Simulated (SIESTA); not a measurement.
TePb under changes of volume

One of the cells (36.048 Å³/atom); the others are scaled copies at fixed shape and fractional positions:

```
Pb Te
1.0
     7.97174    0.00000    0.00000
     0.00000    4.57058    0.00000
     0.00000    0.00000    7.91497
Pb Te
4 4
Direct
  0.99847 0.25000 0.25125
  0.49847 0.25000 0.24875
  0.50153 0.75000 0.75125
  0.00153 0.75000 0.74875
  0.75109 0.25000 0.91662
  0.25109 0.25000 0.58338
  0.74891 0.75000 0.41662
  0.24891 0.75000 0.08338
```

The cell comes from a database or a generator and needn't be the stable form of this composition.

```yaml
Program: SIESTA 5.4.2
Functional: PBEsol
Potentials_or_basis: PseudoDojo 0.4 standard (PBEsol files)
Basis: DZP (energy shift 0.003 Ry; two zetas on semicore shells)
Grid_cutoff: 500 Ry
Energy_shift: 0.003 Ry
k_mesh: 3 × 4 × 3
Occupations: fermi-dirac, width 0.05 eV
Spin: no spin polarisation
```

```tsv
volume (Å³/atom)	energy over the lowest point (meV/atom)	pressure (GPa)	largest force (eV/Å)
33.885	1.14	0.7	0.009
34.606	0.00	-0.2	0.009
35.327	?	?	?
36.048	8.97	-1.8	0.007
36.769	18.29	-2.4	0.007
37.490	30.54	-3.0	0.008
38.211	45.28	-3.5	0.009
```

Question: What does the run at 35.327 Å³/atom give?

Answer: Energy over the lowest point 2.73 meV/atom; pressure -1.0 GPa; largest force 0.007 eV/Å.

Worked out: A Birch-Murnaghan fit of order 3 (a polynomial in V^(-2/3)) to the other rows has its minimum at 34.45 Å³/atom with B0 = V·E''(V) = 42 GPa and B' = 4.0 at fixed shape and positions, which overstates the stiffness. It gives 2.74 meV/atom at 35.327 Å³/atom, against the run's 2.73, and -dE/dV = -1.0 GPa, against -1.0.

Energies are extrapolated to zero smearing.

Caveats: the basis of atomic orbitals isn't converged, which shifts pressures, moduli and gaps.
